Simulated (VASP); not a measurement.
# CdS (F-43m) in VASP: Born charges and dielectric tensor with PBE

Aim: the Born charges and dielectric tensor of CdS with PBE.

Program: VASP 6.6.1. These are calculated values, not measurements. Logs are shortened: lines on timing, memory, paths and dates and some standing lists are left out, and cuts for length are marked.

### Step 1. The crystal as given

It takes space group F-43m (No. 216, cubic). Conventional cell: a = 5.936 Å, b = 5.936 Å, c = 5.936 Å, α = 90.00°, β = 90.00°, γ = 90.00°. Cd (site symmetry -43m) has 4 S at 2.57 Å as nearest neighbours. Around S (site symmetry -43m) lie 4 Cd at 2.57 Å.

The cell is a database's computed one.

### Step 2. Born charges and dielectric tensor, PBE

Input file INCAR:

```
SYSTEM = CdS
  PREC = Accurate
  ENCUT = 600
  EDIFF = 1E-8
  ISMEAR = 0
  SIGMA = 0.02
  LREAL = .FALSE.
  LASPH = .TRUE.
  NELM = 60
  ALGO = Normal
  ISIF = 2
  LWAVE = .FALSE.
  LCHARG = .FALSE.
  GGA = PE
  LEPSILON = .TRUE.
  IBRION = 8
  NSW = 1
```

Input file KPOINTS:

```
Automatic mesh
0
G
  8 8 8
  0 0 0
```

Input file POSCAR:

```
CdS
1.0
    0.0000000000      2.9680600000      2.9680600000
    2.9680600000      0.0000000000      2.9680600000
    2.9680600000      2.9680600000      0.0000000000
Cd S
1 1
Direct
    0.0000000000      0.0000000000      0.0000000000
    0.7500000000      0.7500000000      0.7500000000
```

Potentials or basis: VASP PAW PBE potentials, release 64 (Cd, S).

Run with:

```
$ cat potpaw_PBE.64/Cd/POTCAR potpaw_PBE.64/S/POTCAR > POTCAR
$ mpirun -np 1 vasp_std > vasp.out
```

OUTCAR:

```text
SYSTEM = CdS
   PREC = Accurate
   ENCUT = 600
   EDIFF = 1E-8
   ISMEAR = 0
   LREAL = .FALSE.
   LASPH = .TRUE.
   NELM = 60
   ISIF = 2
   GGA = PE
   LEPSILON = .TRUE.
   IBRION = 8
   NSW = 1

 ion  position               nearest neighbor table
   1  0.000  0.000  0.000-   2 2.57   2 2.57   2 2.57   2 2.57
   2  0.750  0.750  0.750-   1 2.57   1 2.57   1 2.57   1 2.57

  LATTYP: Found a face centered cubic cell.
 ALAT       =     5.9361200000

  Lattice vectors:

 A1 = (   0.0000000000,   2.9680600000,   2.9680600000)
 A2 = (   2.9680600000,   0.0000000000,   2.9680600000)
 A3 = (   2.9680600000,   2.9680600000,   0.0000000000)

Analysis of symmetry for initial positions (statically):
=====================================================================
 Subroutine PRICEL returns:
 Original cell was already a primitive cell.

 Routine SETGRP: Setting up the symmetry group for a
 face centered cubic supercell.

 Subroutine GETGRP returns: Found 24 space group operations
 (whereof 24 operations were pure point group operations)
 out of a pool of 48 trial point group operations.

The static configuration has the point symmetry T_d .

Analysis of symmetry for dynamics (positions and initial velocities):
=====================================================================
 Subroutine PRICEL returns:
 Original cell was already a primitive cell.

 Routine SETGRP: Setting up the symmetry group for a
 face centered cubic supercell.

 Subroutine GETGRP returns: Found 24 space group operations
 (whereof 24 operations were pure point group operations)
 out of a pool of 48 trial point group operations.

The dynamic configuration has the point symmetry T_d .

 Subroutine INISYM returns: Found 24 space group operations
 (whereof 24 operations are pure point group operations),
 and found     1 'primitive' translations

----------------------------------------------------------------------------------------

                                     Primitive cell

  volume of cell :      52.2935

  direct lattice vectors                    reciprocal lattice vectors
     0.000000000  2.968060000  2.968060000    -0.168460206  0.168460206  0.168460206
     2.968060000  0.000000000  2.968060000     0.168460206 -0.168460206  0.168460206
     2.968060000  2.968060000  0.000000000     0.168460206  0.168460206 -0.168460206

  length of vectors
     4.197470706  4.197470706  4.197470706     0.291781636  0.291781636  0.291781636

  position of ions in fractional coordinates (direct lattice)
     0.000000000  0.000000000  0.000000000
     0.750000000  0.750000000  0.750000000

  ion indices of the primitive-cell ions
   primitive index   ion index
                 1           1
                 2           2

----------------------------------------------------------------------------------------

 KPOINTS: Automatic mesh

Automatic generation of k-mesh.
 Grid dimensions read from file:
 generate k-points for:    8    8    8

 Generating k-lattice:

  Cartesian coordinates                     Fractional coordinates (reciprocal lattice)
    -0.021057526  0.021057526  0.021057526     0.125000000  0.000000000  0.000000000
     0.021057526 -0.021057526  0.021057526     0.000000000  0.125000000  0.000000000
     0.021057526  0.021057526 -0.021057526     0.000000000  0.000000000  0.125000000

  Length of vectors
     0.036472705  0.036472705  0.036472705

  Shift w.r.t. Gamma in fractional coordinates (k-lattice)
     0.000000000  0.000000000  0.000000000

 Subroutine IBZKPT returns following result:
 ===========================================

 Found     29 irreducible k-points:

[... 491 lines left out ...]
  energy-cutoff  :      600.00
  volume of cell :       52.29
      direct lattice vectors                 reciprocal lattice vectors
     0.000000000  2.968060000  2.968060000    -0.168460206  0.168460206  0.168460206
     2.968060000  0.000000000  2.968060000     0.168460206 -0.168460206  0.168460206
     2.968060000  2.968060000  0.000000000     0.168460206  0.168460206 -0.168460206

 POSITION                                       TOTAL-FORCE (eV/Angst)
 -----------------------------------------------------------------------------------
      0.00000      0.00000      0.00000        -0.000000     -0.000000     -0.000000
      4.45209      4.45209      4.45209         0.000000      0.000000      0.000000
 -----------------------------------------------------------------------------------
    total drift:                                0.000000      0.000000      0.000000

  FREE ENERGIE OF THE ION-ELECTRON SYSTEM (eV)
  ---------------------------------------------------
  free  energy   TOTEN  =        -6.1473397661 eV

  energy  without entropy=       -6.1473397661  energy(sigma->0) =       -6.14733977

 HEAD OF MICROSCOPIC STATIC DIELECTRIC TENSOR (INDEPENDENT PARTICLE, excluding Hartree and local field effects)
 ------------------------------------------------------
           7.037908     0.000000    -0.000000
          -0.000000     7.037908    -0.000000
           0.000000    -0.000000     7.037908
 ------------------------------------------------------

 Free energy of the ion-electron system (eV)
  ---------------------------------------------------
  ---------------------------------------------------
  free energy    TOTEN  =        -0.89268253 eV

  energy without entropy =       -0.89268253

------------------------ aborting loop because EDIFF is reached ----------------------------------------

--------------------------------------- Ionic step        2  -------------------------------------------

------------------------ aborting loop because EDIFF is reached ----------------------------------------

--------------------------------------- Ionic step        3  -------------------------------------------

------------------------ aborting loop because EDIFF is reached ----------------------------------------

 PIEZOELECTRIC TENSOR FIELD DIRECTION 3  (e Angst)
 -----------------------------------------------------------------------------
    -0.00113  2.13098  0.00000           ( -0.00000 -0.02958  0.00000)
     2.13098 -0.00113  0.00000           ( -0.02958 -0.00000  0.00000)
     0.00000  0.00000  0.00026           (  0.00000  0.00000 -0.00000)

 PIEZOELECTRIC TENSOR FIELD DIRECTION 3  (C/m^2)
 -----------------------------------------------------------------------------
    -0.00034  0.65289  0.00000
     0.65289 -0.00034  0.00000
     0.00000  0.00000  0.00008

--------------------------------------- Ionic step        4  -------------------------------------------

------------------------ aborting loop because EDIFF is reached ----------------------------------------

[... ionic steps 5 to 6 ...]

--------------------------------------- Ionic step        7  -------------------------------------------

 Free energy of the ion-electron system (eV)
  ---------------------------------------------------
  ---------------------------------------------------
  free energy    TOTEN  =        -0.10801498 eV

  energy without entropy =       -0.10801498

------------------------ aborting loop because EDIFF is reached ----------------------------------------

 INTERNAL STRAIN TENSOR  FOR ION    2  DIRECTION 1   (eV/Angst):
 -----------------------------------------------------------------------------
    -0.00256  0.00000  0.00000
     0.00000  0.00434  5.17210
     0.00000  5.17210  0.00434

 MACROSCOPIC STATIC DIELECTRIC TENSOR (including local field effects in DFT)
 ------------------------------------------------------
           6.719870     0.000000     0.000000
           0.000000     6.719870    -0.000000
          -0.000000    -0.000000     6.719870
 ------------------------------------------------------

 PIEZOELECTRIC TENSOR (including local field effects)  for field in x, y, z        (e  Angst)
          XX          YY          ZZ          XY          YZ          ZX
  --------------------------------------------------------------------------------
  x     0.00000     0.00000    -0.00000     0.00000     2.14461     0.00000
  y    -0.00000     0.00000     0.00000     0.00000     0.00000     2.14461
  z    -0.00000     0.00000     0.00000     2.14461     0.00000     0.00000

 PIEZOELECTRIC TENSOR (including local field effects)  for field in x, y, z        (C/m^2)
          XX          YY          ZZ          XY          YZ          ZX
  --------------------------------------------------------------------------------
  x     0.00000     0.00000    -0.00000     0.00000     0.65707     0.00000
  y    -0.00000     0.00000     0.00000     0.00000     0.00000     0.65707
  z    -0.00000     0.00000     0.00000     0.65707     0.00000     0.00000

 BORN EFFECTIVE CHARGES (including local field effects) (in |e|, cummulative output)
 ---------------------------------------------------------------------------------
 ion    1
    1     2.26978     0.00000    -0.00000
    2     0.00000     2.26978     0.00000
    3    -0.00000     0.00000     2.26978
 ion    2
    1    -2.26978    -0.00000     0.00000
    2     0.00000    -2.26978    -0.00000
    3     0.00000    -0.00000    -2.26978

 INTERNAL STRAIN TENSOR FOR ION    2 for displacements in x,y,z  (eV/Angst):
          X           Y           Z          XY          YZ          ZX
  --------------------------------------------------------------------------------
  x    -0.00000     0.00000     0.00000     0.00000     5.17210     0.00000
  y    -0.00000     0.00000    -0.00000     0.00000     0.00000     5.17210
  z     0.00000     0.00000    -0.00000     5.17210     0.00000     0.00000

 SECOND DERIVATIVES (NOT SYMMETRIZED)
 ------------------------------------
               1X          1Y          1Z          2X          2Y          2Z
  1X    -4.308329    0.000000    0.000000    4.308329    0.000000    0.000000
  1Y     0.000000   -4.308329    0.000000    0.000000    4.308329    0.000000
  1Z     0.000000    0.000000   -4.308329    0.000000    0.000000    4.308329
  2X     4.309647    0.000000    0.000000   -4.309647    0.000000    0.000000
  2Y     0.000000    4.309647    0.000000    0.000000   -4.309647    0.000000
  2Z     0.000000    0.000000    4.309647    0.000000    0.000000   -4.309647

 Eigenvectors and eigenvalues of the dynamical matrix
 ----------------------------------------------------

   1 f  =    6.497248 THz    40.823410 2PiTHz  216.724850 cm-1    26.870445 meV
             X         Y         Z           dx          dy          dz
      0.000000  0.000000  0.000000    -0.471055    0.000000    0.000000
      4.452090  4.452090  4.452090     0.882104    0.000000    0.000000
[... 21 lines left out ...]
   6 f/i=    0.000413 THz     0.002595 2PiTHz    0.013775 cm-1     0.001708 meV
             X         Y         Z           dx          dy          dz
      0.000000  0.000000  0.000000    -0.882104    0.000000    0.000000
      4.452090  4.452090  4.452090    -0.471055    0.000000    0.000000

--------------------------------------------------------------------------------------------------------

 MACROSCOPIC STATIC DIELECTRIC TENSOR IONIC CONTRIBUTION
 ------------------------------------------------------
           4.137223     0.000000    -0.000000
           0.000000     4.137223     0.000000
          -0.000000     0.000000     4.137223
 ------------------------------------------------------

 ELASTIC MODULI CONTR FROM IONIC RELAXATION (kBar)
 Direction    XX          YY          ZZ          XY          YZ          ZX
 --------------------------------------------------------------------------------
 XX          -0.0000      0.0000     -0.0000     -0.0000      0.0000      0.0000
 YY          -0.0000     -0.0000     -0.0000     -0.0000     -0.0000     -0.0000
 ZZ          -0.0000      0.0000     -0.0000      0.0000     -0.0000      0.0000
 XY          -0.0000     -0.0000      0.0000   -193.9069      0.0000      0.0000
 YZ           0.0000     -0.0000     -0.0000      0.0000   -193.9069      0.0000
 ZX           0.0000     -0.0000      0.0000      0.0000      0.0000   -193.9069
 --------------------------------------------------------------------------------

 PIEZOELECTRIC TENSOR IONIC CONTR  for field in x, y, z        (C/m^2)
          XX          YY          ZZ          XY          YZ          ZX
  --------------------------------------------------------------------------------
  x     0.00000    -0.00000    -0.00000     0.00000    -0.84280    -0.00000
  y     0.00000    -0.00000     0.00000    -0.00000     0.00000    -0.84280
  z    -0.00000    -0.00000     0.00000    -0.84280     0.00000    -0.00000
```

Run time: 5.4 min. Hardware: 1 thread of Intel Xeon Platinum 8488C (Sapphire Rapids), shared host; peak memory 0.4 GiB.

What came out:

```
Band gap on the k mesh                                  : 1.03 eV, direct
Electronic dielectric tensor (diagonal)                 : 6.72
Born charges (mean of the diagonal)                     : Cd +2.27; S -2.27 e
Highest phonon frequency at Γ, LO-TO splitting left out : 217 cm⁻¹
```

Levels at points of the mesh, in eV from the valence-band top:
| k point | band 7 | band 8 | band 9 | band 10 | band 11 | band 12 |
| --- | --- | --- | --- | --- | --- | --- |
| (0.00, 0.00, 0.00) | 0.00 | 0.00 | 0.00 | 1.03 | 6.55 | 6.55 |
| (0.50, 0.00, 0.00) | -4.09 | -0.68 | -0.68 | 2.93 | 7.00 | 7.00 |
| (0.50, 0.50, 0.00) | -3.73 | -1.70 | -1.70 | 3.64 | 4.27 | 9.02 |

Phonon frequencies in cm⁻¹ (negative: imaginary):
```csv
q point,frequencies
"(0.000, 0.000, 0.000)",0 0 0 217 217 217
```

Electronic dielectric tensor:
```
6.72 0.00 0.00
0.00 6.72 0.00
0.00 0.00 6.72
```

Born effective charge tensors (e):
atom 1, Cd
```
2.27 0.00 0.00
0.00 2.27 0.00
0.00 0.00 2.27
```
atom 2, S
```
-2.27  0.00  0.00
 0.00 -2.27  0.00
 0.00  0.00 -2.27
```
